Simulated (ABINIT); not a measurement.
# Ti (Im-3m) in ABINIT: convergence with k mesh

Aim: find how far k mesh must go before the results for Ti settle, at LDA. This setting moves, with any that are tied to it; all else stays.

Everything below comes from runs of ABINIT 10.8.3 (patched build). Logs are shortened: lines on timing, memory, paths and dates and some standing lists are left out, and cuts for length are marked. The log counts tension as positive stress, the text compression.

## (1) The crystal as given

Symmetry: Im-3m, No. 229, cubic system. The conventional cell has a = 3.282 Å, b = 3.282 Å, c = 3.282 Å, α = 90.00°, β = 90.00°, γ = 90.00°. Ti (site symmetry m-3m) has 8 Ti at 2.84 Å as nearest neighbours.

This isn't the form of Ti at room conditions, which is hcp.

## (2) With k mesh 2 × 2 × 2

run.abi

```
# Pseudopotentials
pp_dirpath "./"
pseudos "Ti.LDA_PW-JTH.xml"

# Structure
acell 3*1.0
rprim
    -3.1010405705     3.1010405705     3.1010405705
     3.1010405705    -3.1010405705     3.1010405705
     3.1010405705     3.1010405705    -3.1010405705
ntypat 1
znucl 22
natom 1
typat 1
xred
     0.0000000000     0.0000000000     0.0000000000

# Plane-wave basis
ecut 15.0
pawecutdg 30.0

# k points
kptopt 1
ngkpt 2 2 2
nshiftk 1
shiftk 0.0 0.0 0.0

# Exchange and correlation
ixc 7

# Bands and occupations
nband 10
occopt 3
tsmear 0.05 eV

# SCF cycle
nstep 100
tolvrs 1.0e-9

# Output
iomode 3
prtwf 0
prtden 0
prteig 0
prtebands 0
```

Potentials or basis: JTH PAW LDA v2.0.

The run is started by

```sh
abinit run.abi > log 2>&1
```

run.abo:

```text
.Version 10.8.3 of ABINIT
 Symmetries : space group Im -3 m (#229); Bravais cI (body-center cubic)
================================================================================
 Values of the parameters that define the memory need of the present run
     intxc =       0    ionmov =       0      iscf =      17    lmnmax =      18
     lnmax =       6     mgfft =      20  mpssoang =       3    mqgrid =    3001
     natom =       1  nloc_mem =       2    nspden =       1   nspinor =       1
    nsppol =       1      nsym =      48    n1xccc =       1    ntypat =       1
    occopt =       3   xclevel =       1
       mpw =         185          nfft =        8000          nkpt =           3
 PAW method is used; the additional fine FFT grid is defined by:
   mgfftf=        30    nfftf =     27000
================================================================================
================================================================================

--------------------------------------------------------------------------------
------------- Echo of variables that govern the present computation ------------
--------------------------------------------------------------------------------
 -outvars: echo values of preprocessed input variables --------
            acell      1.0000000000E+00  1.0000000000E+00  1.0000000000E+00 Bohr
              amu      4.78800000E+01
             ecut      1.50000000E+01 Hartree
              ixc           7
         kptrlatt        2    0    0      0    2    0      0    0    2
          kptrlen      1.07423196E+01
            natom           1
            nband          10
            ngfft          20      20      20
          ngfftdg          30      30      30
             nkpt           3
            nstep         100
             nsym          48
           ntypat           1
           occopt           3
        pawecutdg      3.00000000E+01 Hartree
           prtden           0
        prtebands           0
           prteig           0
            prtwf           0
[... 150 lines left out ...]
   2.00000    2.00000    2.00000    2.00000    2.00000    0.04342    0.04342    0.04342
   0.00000    0.00000
 prteigrs : prtvol=0 or 1, do not print more k-points.

--- !EnergyTerms
iteration_state     : {dtset: 1, }
comment             : Components of total free energy in Hartree
kinetic             :  7.88985704885688E+00
hartree             :  1.18393342059008E+01
xc                  : -3.23433126783734E+00
Ewald energy        : -4.22478846064275E+01
psp_core            :  2.50209648086718E+00
local_psp           : -3.52154266742149E+01
PAW spherical_terms : -2.85924107379892E-01
internal            : -5.87522789202348E+01
'-kT*entropy'       : -1.33666914259377E-03
total_energy        : -5.87536155893774E+01
total_energy_eV     : -1.59876732715044E+03
...

--- !EnergyTermsDC
iteration_state     : {dtset: 1, }
comment             : '"Double-counting" decomposition of free energy'
band_energy         : -8.15728170321232E+00
Ewald energy        : -4.22478846064275E+01
psp_core            :  2.50209648086718E+00
xc_dc               : -1.14384485607928E+01
PAW spherical_terms :  5.89240808656931E-01
internal            : -5.87522775809085E+01
'-kT*entropy'       : -1.33666914259377E-03
total_energy_dc     : -5.87536142500511E+01
total_energy_dc_eV  : -1.59876729070551E+03
...

--- !EnergyTermsWithPAWCore
iteration_state     : {dtset: 1, }
comment             : 'Components of total free energy, including PAW core contributions'
Total energy        : -8.52025696690807E+02
Total energy DC     : -8.52025695351480E+02
Total energy (eV)   : -2.31848003241546E+04
Total energy DC (eV): -2.31848002877097E+04
...

 Cartesian components of stress tensor (hartree/bohr^3)
  sigma(1 1)=  1.24443942E-03  sigma(3 2)=  0.00000000E+00
  sigma(2 2)=  1.24443942E-03  sigma(3 1)=  0.00000000E+00
  sigma(3 3)=  1.24443942E-03  sigma(2 1)=  0.00000000E+00

-Cartesian components of stress tensor (GPa)         [Pressure= -3.6613E+01 GPa]
- sigma(1 1)=  3.66126717E+01  sigma(3 2)=  0.00000000E+00
- sigma(2 2)=  3.66126717E+01  sigma(3 1)=  0.00000000E+00
- sigma(3 3)=  3.66126717E+01  sigma(2 1)=  0.00000000E+00

== END DATASET(S) ==============================================================
================================================================================

 -outvars: echo values of variables after computation  --------
            acell      1.0000000000E+00  1.0000000000E+00  1.0000000000E+00 Bohr
           etotal     -5.8753614250E+01
            fcart     -0.0000000000E+00 -0.0000000000E+00 -0.0000000000E+00
            rprim     -3.1010405705E+00  3.1010405705E+00  3.1010405705E+00
                       3.1010405705E+00 -3.1010405705E+00  3.1010405705E+00
                       3.1010405705E+00  3.1010405705E+00 -3.1010405705E+00
           strten      1.2444394181E-03  1.2444394181E-03  1.2444394181E-03
                       0.0000000000E+00  0.0000000000E+00  0.0000000000E+00
 Calculation completed.
```

Run time: 1.3 s. Hardware: 1 thread of Arm Neoverse V1, shared host; peak memory 0.06 GiB.

Results:

```yaml
Free_energy: -1598.7673 eV
Pressure: -36.6 GPa
Band_gap_on_the_k_mesh: none (metal or under the smearing width)
Valence_electrons_inside_the_program's_atomic_spheres: Ti 10.29 (radii [1.2214] Å)
```

## (3) With k mesh 3 × 3 × 3

Edit run.abi of step 2 so:

```diff
@@ -23,3 +23,3 @@
 kptopt 1
-ngkpt 2 2 2
+ngkpt 3 3 3
 nshiftk 1
```

Potentials or basis: JTH PAW LDA v2.0.

The run is started by

```sh
abinit run.abi > log 2>&1
```

Run time: 1.5 s. Hardware: 1 thread of Arm Neoverse V1, shared host; peak memory 0.06 GiB.

Results (log left out):

```
Free energy                                           : -1597.9310 eV
Pressure                                              : -10.8 GPa
Band gap on the k mesh                                : none (metal or under the smearing width)
Valence electrons inside the program's atomic spheres : Ti 10.16 (radii [1.2214] Å)
```

## (4) With k mesh 5 × 5 × 5

Edit run.abi of step 3 so:

```diff
@@ -23,3 +23,3 @@
 kptopt 1
-ngkpt 3 3 3
+ngkpt 5 5 5
 nshiftk 1
```

The run is started by

```sh
abinit run.abi > log 2>&1
```

It took 1.9 s on 1 thread of Arm Neoverse V1, shared host; peak memory 0.06 GiB.

Results (log left out):

- Free energy: -1597.9331 eV
- Pressure: -12.1 GPa
- Band gap on the k mesh: none (metal or under the smearing width)
- Valence electrons inside the program's atomic spheres: Ti 10.18 (radii [1.2214] Å)

## (5) With k mesh 7 × 7 × 7

Edit run.abi of step 4 so:

```diff
@@ -23,3 +23,3 @@
 kptopt 1
-ngkpt 5 5 5
+ngkpt 7 7 7
 nshiftk 1
```

The run is started by

```sh
abinit run.abi > log 2>&1
```

Wall time 2.7 s (1 thread of Arm Neoverse V1, shared host); peak memory 0.06 GiB.

Results (log left out):

```yaml
Free_energy: -1597.8995 eV
Pressure: -9.5 GPa
Band_gap_on_the_k_mesh: none (metal or under the smearing width)
Valence_electrons_inside_the_program's_atomic_spheres: Ti 10.16 (radii [1.2214] Å)
```

## (6) With k mesh 8 × 8 × 8

Edit run.abi of step 5 so:

```diff
@@ -23,3 +23,3 @@
 kptopt 1
-ngkpt 7 7 7
+ngkpt 8 8 8
 nshiftk 1
```

Potentials or basis: JTH PAW LDA v2.0.

The run is started by

```sh
abinit run.abi > log 2>&1
```

It took 3.1 s on 1 thread of Arm Neoverse V1, shared host; peak memory 0.07 GiB.

It converged, with:

```
Free energy                                           : -1597.9105 eV
Pressure                                              : -10.6 GPa
Band gap on the k mesh                                : none (metal or under the smearing width)
Valence electrons inside the program's atomic spheres : Ti 10.17 (radii [1.2214] Å)
```

## (7) With k mesh 10 × 10 × 10

Edit run.abi of step 6 so:

```diff
@@ -23,3 +23,3 @@
 kptopt 1
-ngkpt 8 8 8
+ngkpt 10 10 10
 nshiftk 1
```

The run is started by

```sh
abinit run.abi > log 2>&1
```

Run time: 4.4 s. Hardware: 1 thread of Arm Neoverse V1, shared host; peak memory 0.07 GiB.

The run converged. Its results:

```
Free energy                                           : -1597.9085 eV
Pressure                                              : -10.6 GPa
Band gap on the k mesh                                : none (metal or under the smearing width)
Valence electrons inside the program's atomic spheres : Ti 10.17 (radii [1.2214] Å)
```

## (8) With k mesh 12 × 12 × 12

Edit run.abi of step 7 so:

```diff
@@ -23,3 +23,3 @@
 kptopt 1
-ngkpt 10 10 10
+ngkpt 12 12 12
 nshiftk 1
```

The run is started by

```sh
abinit run.abi > log 2>&1
```

Run time: 6.2 s. Hardware: 1 thread of Arm Neoverse V1, shared host; peak memory 0.07 GiB.

Results (log left out):

```yaml
Free_energy: -1597.9085 eV
Pressure: -10.7 GPa
Band_gap_on_the_k_mesh: none (metal or under the smearing width)
Valence_electrons_inside_the_program's_atomic_spheres: Ti 10.17 (radii [1.2214] Å)
```

## (9) With k mesh 14 × 14 × 14

Edit run.abi of step 8 so:

```diff
@@ -23,3 +23,3 @@
 kptopt 1
-ngkpt 12 12 12
+ngkpt 14 14 14
 nshiftk 1
```

Potentials or basis: JTH PAW LDA v2.0.

The run is started by

```sh
abinit run.abi > log 2>&1
```

Wall time 8.9 s (1 thread of Arm Neoverse V1, shared host); peak memory 0.08 GiB.

Results (log left out):

```yaml
Free_energy: -1597.9070 eV
Pressure: -10.6 GPa
Band_gap_on_the_k_mesh: none (metal or under the smearing width)
Valence_electrons_inside_the_program's_atomic_spheres: Ti 10.17 (radii [1.2214] Å)
```

## (10) With k mesh 16 × 16 × 16

Edit run.abi of step 9 so:

```diff
@@ -23,3 +23,3 @@
 kptopt 1
-ngkpt 14 14 14
+ngkpt 16 16 16
 nshiftk 1
```

The run is started by

```sh
abinit run.abi > log 2>&1
```

Wall time 12 s (1 thread of Arm Neoverse V1, shared host); peak memory 0.08 GiB.

It converged, with:

```yaml
Free_energy: -1597.9082 eV
Pressure: -10.7 GPa
Band_gap_on_the_k_mesh: none (metal or under the smearing width)
Valence_electrons_inside_the_program's_atomic_spheres: Ti 10.17 (radii [1.2214] Å)
```

## (11) Result

| k mesh | energy less the tightest run, at zero smearing (meV/atom) | pressure (GPa) | SCF cycles | CPU time (s) | peak memory (GiB) |
| --- | --- | --- | --- | --- | --- |
| 2 × 2 × 2 | -850.04 | -36.61 | 10 | 1.3 | 0.06 |
| 3 × 3 × 3 | -16.56 | -10.83 | 12 | 1.5 | 0.06 |
| 5 × 5 × 5 | -23.62 | -12.12 | 10 | 1.9 | 0.06 |
| 7 × 7 × 7 | 9.69 | -9.55 | 10 | 2.7 | 0.06 |
| 8 × 8 × 8 | -1.88 | -10.63 | 9 | 3.1 | 0.07 |
| 10 × 10 × 10 | -0.75 | -10.62 | 9 | 4.4 | 0.07 |
| 12 × 12 × 12 | -0.26 | -10.74 | 9 | 6.2 | 0.07 |
| 14 × 14 × 14 | 2.39 | -10.57 | 10 | 8.9 | 0.08 |
| 16 × 16 × 16 | 0.00 | -10.66 | 10 | 12 | 0.08 |

Against the tightest run, the pressure stays within 0.1 GPa from 8 × 8 × 8 on. Not settled before the last step: the energy (to 1 meV/atom). Meshes of other sizes hit other points, so gaps and Fermi surfaces needn't settle smoothly. The tightest run that finished is the yardstick and may itself not be fully converged.
